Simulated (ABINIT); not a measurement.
# PbSe (Clausthalite) (Fm-3m) in ABINIT: notebook, part 2 of 2

ABINIT 10.8.3 (patched build). The steps go on from the part before.

**3. Single point, LDA (cell relaxed)**

run.abi

```
# Pseudopotentials
pp_dirpath "./"
pseudos "Pb.upf, Se.upf"

# Structure
acell 4.2671831756 4.2671831756 4.2671831756 Angstrom
rprim
     0.0000000000     0.7071067812     0.7071067812
     0.7071067812     0.0000000000     0.7071067812
     0.7071067812     0.7071067812     0.0000000000
ntypat 2
znucl 82 34
natom 2
typat 1 2
xred
     0.0000000000     0.0000000000     0.0000000000
     0.5000000000     0.5000000000     0.5000000000
chkprim 0
chksymtnons 0
tolsym 1.0e-6

# Plane-wave basis
ecut 43.0

# k points
kptopt 1
ngkpt 6 6 6
nshiftk 1
shiftk 0.0 0.0 0.0

# Exchange and correlation
ixc 7

# Bands and occupations
nband 19
occopt 3
tsmear 0.00183747

# SCF cycle
nstep 100
tolvrs 1.0e-10

# Output
iomode 3
prtwf 0
prtden 0
prteig 0
prtebands 0
enunit 2
```

Potentials or basis: PseudoDojo NC SR LDA v0.4.1 standard.

Run with:

```bash
$ abinit run.abi > log 2>&1
```

run.abo:

```text
.Version 10.8.3 of ABINIT
 Symmetries : space group Fm -3 m (#225); Bravais cF (face-center cubic)
================================================================================
 Values of the parameters that define the memory need of the present run
     intxc =       0    ionmov =       0      iscf =       7    lmnmax =       6
     lnmax =       6     mgfft =      48  mpssoang =       3    mqgrid =    3001
     natom =       2  nloc_mem =       1    nspden =       1   nspinor =       1
    nsppol =       1      nsym =      48    n1xccc =    2501    ntypat =       2
    occopt =       3   xclevel =       1
       mpw =        5014          nfft =      110592          nkpt =          16
================================================================================
================================================================================

--------------------------------------------------------------------------------
------------- Echo of variables that govern the present computation ------------
--------------------------------------------------------------------------------
 -outvars: echo values of preprocessed input variables --------
            acell      8.0638075310E+00  8.0638075310E+00  8.0638075310E+00 Bohr
              amu      2.07200000E+02  7.89600000E+01
          chkprim           0
      chksymtnons           0
             ecut      4.30000000E+01 Hartree
           enunit           2
              ixc           7
         kptrlatt        6    0    0      0    6    0      0    0    6
          kptrlen      4.83828452E+01
            natom           2
            nband          19
            ngfft          48      48      48
             nkpt          16
            nstep         100
             nsym          48
           ntypat           2
           occopt           3
           prtden           0
        prtebands           0
           prteig           0
            prtwf           0
            rprim      0.0000000000E+00  7.0710678120E-01  7.0710678120E-01
                       7.0710678120E-01  0.0000000000E+00  7.0710678120E-01
                       7.0710678120E-01  7.0710678120E-01  0.0000000000E+00
          spgroup         225
           tolsym      1.00000000E-06
           tolvrs      1.00000000E-10
           tsmear      1.83747000E-03 Hartree
            typat      1  2
           xangst      0.0000000000E+00  0.0000000000E+00  0.0000000000E+00
                       3.0173541601E+00  3.0173541601E+00  3.0173541601E+00
            xcart      0.0000000000E+00  0.0000000000E+00  0.0000000000E+00
                       5.7019729874E+00  5.7019729874E+00  5.7019729874E+00
             xred      0.0000000000E+00  0.0000000000E+00  0.0000000000E+00
                       5.0000000000E-01  5.0000000000E-01  5.0000000000E-01
            znucl       82.00000   34.00000

================================================================================

 chkinp: Checking input parameters for consistency.

================================================================================
== DATASET  1 ==================================================================

--- !DatasetInfo
iteration_state: {dtset: 1, }
dimensions: {natom: 2, nkpt: 16, mband: 19, nsppol: 1, nspinor: 1, nspden: 1, mpw: 5014, }
cutoff_energies: {ecut:  43.0, pawecutdg:  -1.0, }
electrons: {nelect:   3.00000000E+01, charge:   0.00000000E+00, occopt:   3.00000000E+00, tsmear:   1.83747000E-03, }
meta: {optdriver: 0, ionmov: 0, optcell: 0, iscf: 7, paral_kgb: 0, }
...

 Exchange-correlation functional for the present dataset will be:
  LDA: Perdew-Wang 92 LSD fit to Ceperley-Alder data - ixc=7
  J.P.Perdew and Y.Wang, PRB 45, 13244 (1992)

 Real(R)+Recip(G) space primitive vectors, cartesian coordinates (Bohr,Bohr^-1):
[... 61 lines left out ...]
fermie    :   1.68730873E-01
cartesian_stress_tensor: # hartree/bohr^3
- [  4.05031973E-07,   0.00000000E+00,   0.00000000E+00, ]
- [  0.00000000E+00,   4.05031973E-07,   0.00000000E+00, ]
- [  0.00000000E+00,   0.00000000E+00,   4.05031973E-07, ]
pressure_GPa:  -1.1916E-02
xred      :
- [  0.0000E+00,   0.0000E+00,   0.0000E+00, Pb]
- [  5.0000E-01,   5.0000E-01,   5.0000E-01, Se]
cartesian_forces: # hartree/bohr
- [ -0.00000000E+00,  -0.00000000E+00,  -0.00000000E+00, ]
- [ -0.00000000E+00,  -0.00000000E+00,  -0.00000000E+00, ]
force_length_stats: {min:   0.00000000E+00, max:   0.00000000E+00, mean:   0.00000000E+00, }
...

 Integrated electronic density in atomic spheres:
 ------------------------------------------------
 Atom  Sphere_radius  Integrated_density
    1        2.00000         10.06236582
    2        2.00000         13.23604331
================================================================================

 ----iterations are completed or convergence reached----

 Mean square residual over all n,k,spin=   13.594E-07; max=  41.180E-05
 reduced coordinates (array xred) for    2 atoms
       0.000000000000      0.000000000000      0.000000000000
       0.500000000000      0.500000000000      0.500000000000
 rms dE/dt=  0.0000E+00; max dE/dt=  0.0000E+00; dE/dt below (all hartree)
    1       0.000000000000      0.000000000000      0.000000000000
    2       0.000000000000      0.000000000000      0.000000000000

 cartesian coordinates (angstrom) at end:
    1      0.00000000000000     0.00000000000000     0.00000000000000
    2      3.01735416008931     3.01735416008931     3.01735416008931

 cartesian forces (hartree/bohr) at end:
    1     -0.00000000000000    -0.00000000000000    -0.00000000000000
    2     -0.00000000000000    -0.00000000000000    -0.00000000000000
 frms,max,avg= 0.0000000E+00 0.0000000E+00   0.000E+00  0.000E+00  0.000E+00 h/b

 cartesian forces (eV/Angstrom) at end:
    1     -0.00000000000000    -0.00000000000000    -0.00000000000000
    2     -0.00000000000000    -0.00000000000000    -0.00000000000000
 frms,max,avg= 0.0000000E+00 0.0000000E+00   0.000E+00  0.000E+00  0.000E+00 e/A
 length scales=  8.063807530965  8.063807530965  8.063807530965 bohr
              =  4.267183175600  4.267183175600  4.267183175600 angstroms
 Fermi (or HOMO) energy (hartree) =   0.16873   Average Vxc (hartree)=  -0.38989
 Eigenvalues (hartree) for nkpt=  16  k points:
 kpt#   1, nband= 19, wtk=  0.00463, kpt=  0.0000  0.0000  0.0000 (reduced coord)
  -1.58171   -1.58171   -1.58158   -1.58158   -1.58158   -0.45014   -0.45014   -0.45000
  -0.45000   -0.45000   -0.34759   -0.06733    0.09208    0.09208    0.09208    0.33997
   0.33997    0.33997    0.40356
      occupation numbers for kpt#   1
   2.00000    2.00000    2.00000    2.00000    2.00000    2.00000    2.00000    2.00000
   2.00000    2.00000    2.00000    2.00000    2.00000    2.00000    2.00000    0.00000
   0.00000    0.00000    0.00000
 prteigrs : prtvol=0 or 1, do not print more k-points.

 Fermi (or HOMO) energy (eV) =   4.59140   Average Vxc (eV)= -10.60952
 Eigenvalues (   eV  ) for nkpt=  16  k points:
 kpt#   1, nband= 19, wtk=  0.00463, kpt=  0.0000  0.0000  0.0000 (reduced coord)
 -43.04039  -43.04039  -43.03705  -43.03705  -43.03705  -12.24895  -12.24895  -12.24508
 -12.24508  -12.24508   -9.45827   -1.83202    2.50550    2.50550    2.50550    9.25119
   9.25119    9.25119   10.98151
 prteigrs : prtvol=0 or 1, do not print more k-points.

--- !EnergyTerms
iteration_state     : {dtset: 1, }
comment             : Components of total free energy in Hartree
kinetic             :  1.12787505258660E+02
hartree             :  4.90164093374667E+01
xc                  : -4.36161852853325E+01
Ewald energy        : -1.12266315341749E+02
psp_core            :  5.86765057362043E+00
local_psp           : -1.38121503976061E+02
non_local_psp       : -6.51489871059037E+01
internal            : -1.91481426539299E+02
'-kT*entropy'       : -8.98329409788503E-05
total_energy        : -1.91481516372240E+02
total_energy_eV     : -5.21047750097116E+03
band_energy         : -2.07642144744670E+01
...

 Cartesian components of stress tensor (hartree/bohr^3)
  sigma(1 1)=  4.05031973E-07  sigma(3 2)=  0.00000000E+00
  sigma(2 2)=  4.05031973E-07  sigma(3 1)=  0.00000000E+00
  sigma(3 3)=  4.05031973E-07  sigma(2 1)=  0.00000000E+00

-Cartesian components of stress tensor (GPa)         [Pressure= -1.1916E-02 GPa]
- sigma(1 1)=  1.19164521E-02  sigma(3 2)=  0.00000000E+00
- sigma(2 2)=  1.19164521E-02  sigma(3 1)=  0.00000000E+00
- sigma(3 3)=  1.19164521E-02  sigma(2 1)=  0.00000000E+00

== END DATASET(S) ==============================================================
================================================================================

 -outvars: echo values of variables after computation  --------
            acell      8.0638075310E+00  8.0638075310E+00  8.0638075310E+00 Bohr
           etotal     -1.9148151637E+02
            fcart     -0.0000000000E+00 -0.0000000000E+00 -0.0000000000E+00
                      -0.0000000000E+00 -0.0000000000E+00 -0.0000000000E+00
            rprim      0.0000000000E+00  7.0710678120E-01  7.0710678120E-01
                       7.0710678120E-01  0.0000000000E+00  7.0710678120E-01
                       7.0710678120E-01  7.0710678120E-01  0.0000000000E+00
           strten      4.0503197343E-07  4.0503197342E-07  4.0503197341E-07
                       0.0000000000E+00  0.0000000000E+00  0.0000000000E+00
           xangst      0.0000000000E+00  0.0000000000E+00  0.0000000000E+00
                       3.0173541601E+00  3.0173541601E+00  3.0173541601E+00
             xred      0.0000000000E+00  0.0000000000E+00  0.0000000000E+00
                       5.0000000000E-01  5.0000000000E-01  5.0000000000E-01
 Calculation completed.
```

Run time: 49 s. Hardware: 1 thread of Arm Neoverse V1, shared host; peak memory 0.1 GiB.

Results:

* Free energy: -5210.4775 eV
* Pressure: 0.0 GPa
* Band gap on the k mesh: 0.05 eV, direct
* Valence electrons inside the program's atomic spheres: Pb 10.06; Se 13.24

Caveat: spin-orbit coupling is left out, which as a rule narrows the gap of such compounds by several tenths of an eV. A k mesh can miss the band edges.

**4. How close it comes**

Step 2. The cell as given is a measured one (28.67 Å³/atom); LDA puts the equilibrium volume -4.2 % from it, thermal expansion not counted.
